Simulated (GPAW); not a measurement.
## Optical response of TaN

Aim: the dielectric function of TaN, and the optical constants that follow from it.

Main program and level: GPAW 26.7.0; DFT, PBE, plane-wave PAW (GPAW data sets), scalar-relativistic, RPA, optical limit.

This is a report of a sequence of runs, with most program output left out.

### Step 1. The structure

It takes space group P6_3/mmc (No. 194, hexagonal). The conventional cell has a = 3.048 Å, b = 3.048 Å, c = 4.918 Å, α = 90.00°, β = 90.00°, γ = 120.00°. Nearest to Ta lie 6 N at 2.15 Å. Nearest to N lie 6 Ta at 2.15 Å. Farther neighbours and most contacts between anions are not listed.

Coordinates:

```cif
data_structure
_symmetry_space_group_name_H-M 'P6_3/mmc'
_symmetry_Int_Tables_number 194
_cell_length_a 3.0480
_cell_length_b 3.0480
_cell_length_c 4.9180
_cell_angle_alpha 90.000
_cell_angle_beta 90.000
_cell_angle_gamma 120.000
_cell_volume 39.57
loop_
_atom_site_label
_atom_site_type_symbol
_atom_site_symmetry_multiplicity
_atom_site_Wyckoff_symbol
_atom_site_fract_x
_atom_site_fract_y
_atom_site_fract_z
_atom_site_occupancy
Ta1 Ta 2 a 0.00000 0.00000 0.50000 1
N1 N 2 c 0.66667 0.33333 0.75000 1
```

### Step 2. Ground state

First the ground state: is it a metal or has it a gap?

This step: DFT, PBE, plane-wave PAW (GPAW data sets), scalar-relativistic, ground state (GPAW 26.7.0).

File gs.py:

```python
from ase import Atoms
from ase.dft.bandgap import bandgap
from gpaw import GPAW, PW, FermiDirac

atoms = Atoms(['Ta', 'Ta', 'N', 'N'],
              cell=[[3.047999999980, 0.000000000000, 0.000000000000],
                    [-1.523999999990, 2.639645430718, 0.000000000000],
                    [0.000000000000, 0.000000000000, 4.918000000000]],
              scaled_positions=[[0.000000000000, 0.000000000000, 0.500000000000],
                                [0.000000000000, 0.000000000000, 0.000000000000],
                                [0.666666666667, 0.333333333333, 0.750000000000],
                                [0.333333333333, 0.666666666667, 0.250000000000]],
              pbc=[True, True, True])
atoms.calc = GPAW(mode=PW(500), xc='PBE', kpts={'size': (8, 8, 5), 'gamma': True},
                  occupations=FermiDirac(0.05), maxiter=150, txt='gs.txt')
print('energy (eV)', atoms.get_potential_energy())
print('Fermi level (eV)', atoms.calc.get_fermi_level())
print('valence electrons', atoms.calc.get_number_of_electrons())
print('gap (eV)', bandgap(atoms.calc, output=None)[0])
print('direct gap (eV)', bandgap(atoms.calc, direct=True, output=None)[0])
atoms.calc.write('gs.gpw')
```

Command:

```bash
$ OMP_NUM_THREADS=1 python gs.py
```

The job ended after 14 s (1 thread of Intel Xeon Platinum 8375C at 2.90GHz (Ice Lake), shared host; peak memory 0.16 GiB).

Read-outs, printed or worked out from the files:

* energy: -36.42 eV
* Fermi energy: 16.40 eV
* electrons: 36

There are states at the Fermi level within the smearing, so the occupations stay smeared and the carriers get a Drude term.

### Step 3. Bands for the response

At the fixed density, many empty bands are solved on the mesh of the response, since the spectrum sums over them.

This step: DFT, PBE, plane-wave PAW (GPAW data sets), scalar-relativistic, bands at fixed density (GPAW 26.7.0).

File nscf.py:

```python
from ase.dft.bandgap import bandgap
from gpaw import GPAW, FermiDirac

calc = GPAW('gs.gpw').fixed_density(kpts={'size': (12, 12, 12), 'gamma': True}, nbands=45, convergence={'bands': 39},
                                    occupations=FermiDirac(0.05), txt='nscf.txt')
print('gap (eV)', bandgap(calc, output=None)[0])
print('direct gap (eV)', bandgap(calc, direct=True, output=None)[0])
print('top band over the Fermi level (eV)', min(calc.get_eigenvalues(kpt=k)[38] for k in range(len(calc.get_ibz_k_points()))) - calc.get_fermi_level())
calc.write('full.gpw', mode='all')
```

Command:

```bash
$ OMP_NUM_THREADS=1 python nscf.py
```

The job ended after 2 min (1 thread; peak memory 0.35 GiB).

### Step 4. Dielectric function, RPA

Local fields let the induced charge screen the field inside the cell, which as a rule lowers ε, most along directions where the density is uneven.

This step: DFT, PBE, plane-wave PAW (GPAW data sets), scalar-relativistic, RPA, optical limit (GPAW 26.7.0).

File df.py:

```python
from gpaw.response.df import DielectricFunction

df = DielectricFunction('full.gpw', frequencies={'type': 'nonlinear', 'domega0': 0.03, 'omega2': 8},
                        ecut=30,
                        eta=0.2,
                        nbands=39,
                        rate=0.03,
                        txt='df.txt')
for direction in ['x', 'z']:
    df.get_dielectric_function(xc='RPA', direction=direction, filename=f'df_{direction}.csv')
```

Command:

```bash
$ OMP_NUM_THREADS=1 python df.py
```

Run time: 27 s. Hardware: 1 thread; peak memory 0.25 GiB.

Sum at mesh points, not converged in k. The Im ε by photon energy; read off at these points:

```csv
photon energy (eV),E ∥ x,E ∥ z
0.5,52.8,91.5
1.0,46.6,41.6
1.5,23.1,32.1
2.0,14.3,20.2
2.5,11.2,15.3
3.0,8.48,13.4
3.5,6.80,9.07
4.0,5.52,9.47
4.5,5.27,9.09
5.0,5.33,6.45
5.5,4.79,5.80
6.0,5.05,6.02
6.5,4.76,6.17
7.0,4.91,5.28
7.5,4.94,5.49
8.0,5.06,6.58
8.5,6.77,6.84
9.0,7.44,6.99
9.5,9.03,7.56
10.0,7.68,7.75
10.5,7.80,7.17
11.0,6.70,5.77
11.5,5.84,5.12
12.0,5.20,3.81
12.5,3.89,3.11
13.0,3.03,2.79
13.5,2.54,2.68
14.0,2.06,1.95
14.5,1.58,1.56
15.0,1.35,1.36
15.5,1.25,1.48
16.0,1.12,1.63
16.5,1.19,1.62
17.0,1.52,1.78
17.5,1.63,1.99
18.0,1.44,1.94
18.5,1.33,1.55
19.0,1.33,1.18
19.5,1.26,1.07
```

Values under 1 per cm are given as 1; sum at mesh points, not converged in k. The absorption coefficient by photon energy:

```csv
photon energy (eV),E ∥ x (1/cm),E ∥ z (1/cm)
0.492,4.2e5,8.1e5
1.010,6.0e5,8.4e5
1.486,6.9e5,8.5e5
1.985,6.7e5,9.8e5
2.508,7.1e5,9.8e5
3.018,7.4e5,1.0e6
3.510,6.8e5,9.7e5
3.980,6.8e5,1.0e6
4.516,6.3e5,1.2e6
4.981,6.9e5,1.1e6
5.515,6.8e5,9.8e5
6.021,7.5e5,1.0e6
6.494,7.6e5,1.1e6
6.985,8.3e5,1.1e6
7.496,8.9e5,1.1e6
8.026,8.9e5,1.3e6
8.516,1.2e6,1.5e6
9.023,1.4e6,1.6e6
9.483,1.8e6,1.9e6
10.026,2.0e6,2.1e6
10.519,2.2e6,2.3e6
11.029,2.3e6,2.4e6
11.479,2.4e6,2.5e6
12.023,2.5e6,2.4e6
12.504,2.5e6,2.3e6
13.000,2.4e6,2.2e6
13.512,2.3e6,2.3e6
14.040,2.2e6,2.2e6
14.493,2.1e6,2.0e6
14.960,1.9e6,1.8e6
15.536,1.7e6,1.7e6
16.031,1.5e6,1.6e6
16.541,1.4e6,1.8e6
16.959,1.5e6,1.8e6
17.496,1.7e6,1.9e6
18.049,1.7e6,2.2e6
18.504,1.7e6,2.2e6
18.969,1.7e6,2.1e6
19.447,1.6e6,1.8e6
```

Sum at mesh points, not converged in k. The Im ε, E ∥ x by photon energy; read off at these points:

```csv
photon energy (eV),without local fields,with local fields
0.5,52.8,52.8
1.0,46.6,46.6
1.5,23.1,23.1
2.0,14.3,14.3
2.5,11.2,11.2
3.0,8.45,8.48
3.5,6.79,6.80
4.0,5.53,5.52
4.5,5.25,5.27
5.0,5.35,5.33
5.5,4.82,4.79
6.0,5.12,5.05
6.5,4.82,4.76
7.0,4.91,4.91
7.5,4.93,4.94
8.0,5.06,5.06
8.5,6.78,6.77
9.0,7.48,7.44
9.5,9.09,9.03
10.0,7.71,7.68
10.5,7.90,7.80
11.0,6.87,6.70
11.5,6.07,5.84
12.0,5.49,5.20
12.5,4.08,3.89
13.0,3.17,3.03
13.5,2.66,2.54
14.0,2.18,2.06
14.5,1.71,1.58
15.0,1.49,1.35
15.5,1.40,1.25
16.0,1.27,1.12
16.5,1.39,1.19
17.0,1.78,1.52
17.5,1.72,1.63
18.0,1.49,1.44
18.5,1.38,1.33
19.0,1.36,1.33
19.5,1.26,1.26
```

The loss function −Im 1/ε at q → 0 has structure finer than the step of the table below, so its rows give means over 0.5 eV, whole bins alone (the curve runs from 0.305 to 19.9 eV). Peaks (eV: height): E ∥ x 16.54: 0.817, 19.57: 0.789; E ∥ z 15.83: 0.635.

Sum at mesh points, not converged in k. Loss function −Im 1/ε at q → 0 against energy loss; means over each step:

```csv
energy loss (eV),E ∥ x,E ∥ z
1.0,0.0191,0.00789
1.5,0.0320,0.0194
2.0,0.0563,0.0272
2.5,0.0796,0.0432
3.0,0.110,0.0565
3.5,0.148,0.0828
4.0,0.181,0.0950
4.5,0.173,0.0999
5.0,0.167,0.138
5.5,0.167,0.170
6.0,0.156,0.163
6.5,0.154,0.163
7.0,0.148,0.183
7.5,0.144,0.171
8.0,0.120,0.145
8.5,0.112,0.144
9.0,0.111,0.141
9.5,0.108,0.134
10.0,0.128,0.130
10.5,0.129,0.128
11.0,0.139,0.137
11.5,0.149,0.145
12.0,0.153,0.159
12.5,0.166,0.188
13.0,0.192,0.223
13.5,0.218,0.222
14.0,0.246,0.247
14.5,0.305,0.316
15.0,0.405,0.456
15.5,0.533,0.548
16.0,0.712,0.578
16.5,0.794,0.541
17.0,0.667,0.543
17.5,0.608,0.489
18.0,0.662,0.448
18.5,0.717,0.482
19.0,0.748,0.577
19.5,0.780,0.763
```

The reflectivity at normal incidence has structure finer than the step of the table below, so its rows give means over 1 eV, whole bins alone (the curve runs from 0.305 to 19.9 eV). Peaks (eV: height): E ∥ x 14.2: 50.4; E ∥ z 11.9: 51.4, 19.0: 37.9.

Sum at mesh points, not converged in k. Table of reflectivity at normal incidence by photon energy; means over each step:

```csv
photon energy (eV),E ∥ x (%),E ∥ z (%)
1,73.5,86.7
2,60.5,72.8
3,46.1,61.6
4,31.4,49.7
5,25.6,44.1
6,23.8,33.8
7,23.6,30.6
8,25.1,30.1
9,31.8,34.1
10,38.2,40.1
11,42.4,46.9
12,46.6,50.6
13,49.4,47.2
14,49.7,50.0
15,44.0,40.4
16,30.8,27.7
17,20.0,24.9
18,23.5,30.9
19,21.4,35.3
```

From ε follow the optical constants at some laser and lamp lines:

```csv
wavelength (nm),n x,k x,R (%) x,1/α x,n z,k z,R (%) z,1/α z
1064,3.35,5.473,72.6,15 nm,2.36,7.001,84.4,12 nm
800,2.47,4.409,68.6,14 nm,2.84,5.591,75.3,11 nm
633,2.14,3.385,59.8,15 nm,2.14,4.967,75.2,10 nm
450,1.88,2.588,49.8,14 nm,1.99,3.482,62.2,10 nm
365,1.74,1.924,37.9,15 nm,1.62,2.937,58.1,9.9 nm
308,1.66,1.629,31.8,15 nm,1.88,2.519,48.6,9.7 nm
248,1.94,1.372,26.3,14 nm,1.49,2.160,45.1,9.1 nm
```

A polished face would reflect 63 % of daylight and look faintly yellow (CIE x = 0.326, y = 0.341 under D65).

### Step 5. Results

At this level (PBE, RPA) TaN is a metal. The mesh is too coarse to trust the carriers' weight, the reflectivity or the colour to better than tens of per cent. A polished face would reflect 63 % of daylight and look faintly yellow (CIE x = 0.326, y = 0.341 under D65). The carriers' damping of 0.03 eV is typed, not computed; it shapes the response at the lowest energies. Spin-orbit coupling is left out although heavy atoms are present. In this version of GPAW the matrix elements of the optical limit are incomplete, which can lower ε − 1 by up to a tenth where first-row anions or d states rule, and shift it by more in d metals. GPAW's carrier term has the form −ωp²/(ω + i·rate)², which damps like twice the rate and fails at low energy, so the curves leave the lowest energies out. The sum runs over mesh points 0.20 Å⁻¹ apart with no interpolation, so peaks are partly noise of the mesh, and the Drude plasma energy, a sum over the Fermi surface, isn't converged.

[Machine, clock and banner lines and Python warnings are left out of the logs.]

[Logs are printed without paths, hosts, clocks, repeated set-up lines and the standing remarks that a program may print on its own settings, such as how far it seeks lower states.]

[Hosts, paths, dates, database ids (printed as entryN), source tags and the programs' standing remarks are cut or masked in the printed files.]
